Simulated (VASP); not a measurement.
Set up this calculation in VASP 6.6.1, as the native input.

```yaml
Task: single point
Functional: PBE0
Potentials_or_basis: VASP PAW PBE potentials, release 64 (Cd, Se)
Cutoff: 520 eV
k_mesh: 6 × 6 × 6
Occupations: gaussian, width 0.02 eV
Spin: no spin polarisation
Grid_for_exact_exchange_PRECFOCK: Fast
Exchange_at_q_=_0: default
Further_INCAR_settings: ALGO = Normal; EDIFF = 1e-06
```

CdSe:

```
CELL_PARAMETERS angstrom
0.00000 3.04639 3.04639
3.04639 0.00000 3.04639
3.04639 3.04639 0.00000
ATOMIC_POSITIONS crystal
Cd 0.00000 0.00000 0.00000
Se 0.25000 0.25000 0.25000
```

Measurements of this composition are mostly on another form, of space group No. 186.

One way to write it, as run:

POSCAR

```
CdSe
1.0
    0.0000000000      3.0463900000      3.0463900000
    3.0463900000      0.0000000000      3.0463900000
    3.0463900000      3.0463900000      0.0000000000
Cd Se
1 1
Direct
    0.0000000000      0.0000000000      0.0000000000
    0.2500000000      0.2500000000      0.2500000000
```

INCAR.step1

```
PREC = Accurate
ENCUT = 520
EDIFF = 1E-5
ISMEAR = 0
SIGMA = 0.02
LREAL = False
LASPH = True
NELM = 80
ALGO = Normal
ISIF = 2
LWAVE = True
LCHARG = False
GGA = PE
```

INCAR.step2

```
PREC = Accurate
ENCUT = 520
EDIFF = 1E-6
ISMEAR = 0
SIGMA = 0.02
LREAL = False
LASPH = True
NELM = 80
ALGO = Normal
ISIF = 2
LWAVE = False
LCHARG = False
GGA = PE
LHFCALC = True
AEXX = 0.25
PRECFOCK = Fast
ISTART = 1
```

KPOINTS

```
Automatic mesh
0
Gamma
  6 6 6
```

Potentials or basis: VASP PAW PBE potentials, release 64 (Cd, Se).

Launch:

```bash
$ cat potpaw_PBE.64/Cd/POTCAR potpaw_PBE.64/Se/POTCAR > POTCAR
$ cp INCAR.step1 INCAR
$ mpirun -np 1 vasp_std > vasp.out
$ cp INCAR.step2 INCAR
$ mpirun -np 1 vasp_std > vasp.out
```

Results of the run:

```
Pressure               : 1.4 GPa
Band gap on the k mesh : 2.16 eV, direct
```

Caveat: the PAW data sets were made with another functional, which shifts forces and pressure a little.

It took 13 min on 1 thread of Intel(R) Xeon(R) Platinum 8488C (Sapphire Rapids), with other jobs on the host, peak memory 0.21 GiB.
